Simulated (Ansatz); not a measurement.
## An input for CHF3 (SMILES FC(F)F)

CHF3: 5 atoms, total charge 0, spin state singlet. SMILES: `FC(F)F`. The coordinates come from a GFN2-xTB relaxation.

```csv
atom,x (Å),y (Å),z (Å)
F,-0.6677,-0.3324,1.0751
C,0.0190,0.0546,0.0068
F,1.0424,-0.7749,-0.1574
F,-0.7713,-0.0388,-1.0564
H,0.3776,1.0915,0.1320
```

Settings wanted:

```yaml
basis_set: STO-3G
task: energy
method: DFT
functional: wB97M-V
dispersion: none
reference: RKS
relativity: none
accuracy: high
```

Task: Write the Ansatz 0.2.0 input and the command.

Result: One that was run (others would do as well):

job.yaml:
```yaml
crystal:
  periodic: [false, false, false]
  atoms:
    - symbol: F
      position_ang: [-0.667670, -0.332390, 1.075060]
    - symbol: C
      position_ang: [0.018950, 0.054610, 0.006800]
    - symbol: F
      position_ang: [1.042420, -0.774930, -0.157420]
    - symbol: F
      position_ang: [-0.771270, -0.038770, -1.056390]
    - symbol: H
      position_ang: [0.377570, 1.091490, 0.131950]
basis:
  gaussian:
    orbitals: STO-3G
hamiltonian:
  xc: {name: wB97M-V}
accuracy: high
```

```bash
$ ansatz run job.yaml --threads 1 --pin off --max-ram 2610MiB --events-out events.jsonl --progress --plain --runs-dir runs
```

Calculated total energy: -333.40580 Eh.
